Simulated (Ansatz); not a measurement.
Level of theory: Ansatz 0.2.0, DFT, revPBE, plane waves (420 eV) with PAW, scalar-relativistic. (PAW data from PBE, frozen cores regenerated.)

An element in the diamond structure gives this curve. The cell is scaled uniformly from the relaxed one, with fractional coordinates and shape fixed. Energies are extrapolated to zero smearing, pressures are those at the given smearing. Magnetic state: spin not included.

| V (Å³/atom) | E − E₀ (meV/atom) | P (GPa) |
| --- | --- | --- |
| 23.215 | 85.6 | 10.23 |
| 24.270 | 33.9 | 6.08 |
| 25.326 | 6.9 | 2.73 |
| 26.381 | 0.0 | -0.02 |
| 27.436 | 9.8 | -2.26 |
| 28.491 | 32.9 | -4.08 |
| 29.547 | 66.9 | -5.56 |

**Question.** Which element is it?
A. niobium
B. aluminium
C. platinum
D. tantalum

**Answer.** A. Its fit is V₀ = 26.26 Å³/atom, B₀ = 63 GPa, B₀′ = 4.1.
